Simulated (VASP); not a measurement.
Runs of VASP 6.6.1 on Ti. All rows change the cell; the cell of one of them follows. It takes space group I4/mmm (No. 139, tetragonal). Conventional cell: a = 2.641 Å, b = 2.641 Å, c = 3.898 Å, α = 90.00°, β = 90.00°, γ = 90.00°. Ti (site symmetry 4/mmm) has 12 Ti at 2.64 to 2.70 Å as nearest neighbours. This isn't the form of Ti at room conditions, which is hcp.

| cell | gap on the mesh (eV) | pressure (GPa) |
| --- | --- | --- |
| strain -0.080 along x and y, -0.040 along z, atoms carried along | none | 32.0 |
| strain +0.080 along x and y, +0.080 along z, atoms carried along | none | -17.7 |
| strain +0.080 along x and y, +0.000 along z, atoms carried along | none | -13.8 |
| strain +0.000 along x and y, -0.080 along z, atoms carried along | none | (a) |

Alike in all rows: task single point; level PBEsol; potentials or basis VASP PAW PBE potentials, release 64 (Ti_sv); no spin polarisation; k mesh 20 × 20 × 20; cutoff (eV) 520; smearing gaussian 0.15 eV.

Task: Estimate the missing entries.

Result: (a) 10.0.

Caveats: so large a pressure means that the cell lies far from this level's equilibrium, or that cutoff or potentials fall short (some runs); the potentials were made for another functional, which shifts forces and pressure (some runs); the PAW data sets were made with another functional, which shifts forces and pressure a little (some runs).

A gap of «none» marks a metal or a gap under the smearing width.
